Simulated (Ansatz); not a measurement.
Crystal: MgO.

```
Mg O
1.0
     3.30779    0.00000    0.00000
    -1.65389    2.86463    0.00000
     0.00000    0.00000    4.98288
Mg O
2 2
Direct
  0.66667 0.33333 0.50216
  0.33333 0.66667 0.00216
  0.66667 0.33333 0.90244
  0.33333 0.66667 0.40244
```

Measurements of this composition are mostly on another form, of space group No. 225.

Base run:

| Quantity | Value |
| --- | --- |
| Program | Ansatz 0.2.0 |
| Functional | PBE |
| Potentials or basis | Ansatz PAW |
| Cutoff | 420 eV (not typed: the program's choice for these potentials) |
| k mesh | 9 × 9 × 6 |
| Occupations | fermi-dirac, width 0.05 eV |
| Spin | no spin polarisation |

Its results: band gap on the k mesh 3.48 eV, direct; pressure 3.3 GPa; largest force 0.008 eV/Å.

Task: The run is repeated on the same cell with these changes: functional from PBE to r2SCAN; cutoff from 420 eV (not typed: the program's choice for these potentials) to 500 eV (not typed: the program's choice for these potentials). What comes out?

Result: Band gap on the k mesh 4.14 eV, direct; pressure -0.6 GPa; largest force 0.025 eV/Å.

r2SCAN gives the wider gap, since meta-GGAs in the generalised Kohn-Sham scheme recover part of the derivative discontinuity.

Caveats: the PAW data sets come from PBE, with cores solved anew for the run's functional, which leaves a small shift of forces and pressure (some runs).
